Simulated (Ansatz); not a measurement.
# SiC: the band gap up the ladder of functionals

An exercise on one series of results from a longer session: the logs are not shown, and one member is left open.

Code: Ansatz 0.2.0. PAW datasets, plane waves. Computed at 0 K without zero-point motion; spin polarisation is off.

## The system as given

The cell was relaxed beforehand with r2SCAN.

It is hexagonal, P6_3mc (No. 186); conventional cell a = 3.079 Å, c = 20.139 Å, 10.33 Å³ an atom. Near Si stand 4 C at 1.88–1.89 Å; near Si stand 4 C at 1.89 Å; near C stand 4 Si at 1.88–1.89 Å.

Coordinates:

```cif
data_structure
_symmetry_space_group_name_H-M 'P6_3mc'
_symmetry_Int_Tables_number 186
_cell_length_a 3.0788
_cell_length_b 3.0788
_cell_length_c 20.1387
_cell_angle_alpha 90.000
_cell_angle_beta 90.000
_cell_angle_gamma 120.000
_cell_volume 165.32
loop_
_atom_site_label
_atom_site_type_symbol
_atom_site_symmetry_multiplicity
_atom_site_Wyckoff_symbol
_atom_site_fract_x
_atom_site_fract_y
_atom_site_fract_z
_atom_site_occupancy
Si1 Si 2 b 0.33333 0.66667 0.87519 1
Si2 Si 2 b 0.33333 0.66667 0.62499 1
Si3 Si 2 a 0.00000 0.00000 0.00010 1
Si4 Si 2 b 0.66667 0.33333 0.75011 1
C1 C 2 b 0.33333 0.66667 0.34412 1
C2 C 2 b 0.66667 0.33333 0.21872 1
C3 C 2 a 0.00000 0.00000 0.59385 1
C4 C 2 b 0.33333 0.66667 0.96892 1
```

Set-up of the first run:

input.yaml

```yaml
crystal:
  lattice:
    - [3.0788102666, 0.0, 0.0]
    - [-1.5394051333, 2.6663279043, 0.0]
    - [0.0, 0.0, 20.1386792686]
  atoms:
    - { symbol: Si, position: [0.3333333333, 0.6666666667, 0.8751930594] }
    - { symbol: Si, position: [0.3333333333, 0.6666666667, 0.6249931379] }
    - { symbol: Si, position: [0.0, 0.0, 9.80143e-05] }
    - { symbol: Si, position: [0.6666666667, 0.3333333333, 0.7501102221] }
    - { symbol: Si, position: [0.6666666667, 0.3333333333, 0.3751930594] }
    - { symbol: Si, position: [0.3333333333, 0.6666666667, 0.2501102221] }
    - { symbol: Si, position: [0.0, 0.0, 0.5000980143] }
    - { symbol: Si, position: [0.6666666667, 0.3333333333, 0.1249931379] }
    - { symbol: C, position: [0.3333333333, 0.6666666667, 0.3441190892] }
    - { symbol: C, position: [0.6666666667, 0.3333333333, 0.2187161743] }
    - { symbol: C, position: [0.6666666667, 0.3333333333, 0.8441190892] }
    - { symbol: C, position: [0.0, 0.0, 0.5938518784] }
    - { symbol: C, position: [0.3333333333, 0.6666666667, 0.9689204344] }
    - { symbol: C, position: [0.0, 0.0, 0.0938518784] }
    - { symbol: C, position: [0.3333333333, 0.6666666667, 0.7187161743] }
    - { symbol: C, position: [0.6666666667, 0.3333333333, 0.4689204344] }
kpoints:
  mp_grid: { grid: [12, 12, 2] }
  band_path:
    path:
      - [[0.0, 0.0, 0.0], [0.5, 5.314451156176e-17, 3.400104087579e-34], [0.3333333333333, 0.3333333333333, 4.696216443582e-34], [0.0, 0.0, 0.0], [-2.787206154072e-52, 2.95896126959e-52, 0.5], [0.5, 5.314451156176e-17, 0.5], [0.3333333333333, 0.3333333333333, 0.5], [-2.787206154072e-52, 2.95896126959e-52, 0.5]]
      - [[0.5, 5.314451156176e-17, 0.5], [0.5, 5.314451156176e-17, 3.400104087579e-34]]
      - [[0.3333333333333, 0.3333333333333, 0.5], [0.3333333333333, 0.3333333333333, 4.696216443582e-34]]
    npoints: 10
hamiltonian:
  xc: pbe
scf:
  occupations: { method: fermi_dirac, width: 0.02 }
  n_extra_bands: 8
output:
  forces: true
  stress: true
  eigenvalues: true
```

Among the steps run: PBE band path; Single point with r2SCAN; Single point with HSE06; PBE0 at the same geometry.

One table of the session follows, with a row left open; its other results are not shown here.

```
 level  gap (eV)
   PBE      1.77
r2SCAN         ?
 HSE06      2.65
  PBE0      3.38
```

Estimate the missing values for r2SCAN.

As computed: gap (eV): 2.13. In the column «gap (eV)» it lies between PBE (1.77) and HSE06 (2.65).

Meshes: PBE 12×12×2, r2SCAN 12×12×2, HSE06 6×6×2, PBE0 6×6×2

PBE gives the least gap, 1.77 eV, and PBE0 the largest, 3.38 eV. Against HSE06, PBE is short by 0.88 eV, at 67 % of it, and r2SCAN 80 %. PBE0 lies 0.72 eV above HSE06, which differs from it by screening the long-range exchange.

Limits of these values: Warnings in the runs' records: stress scf threshold loose, stress exchange threshold loose.
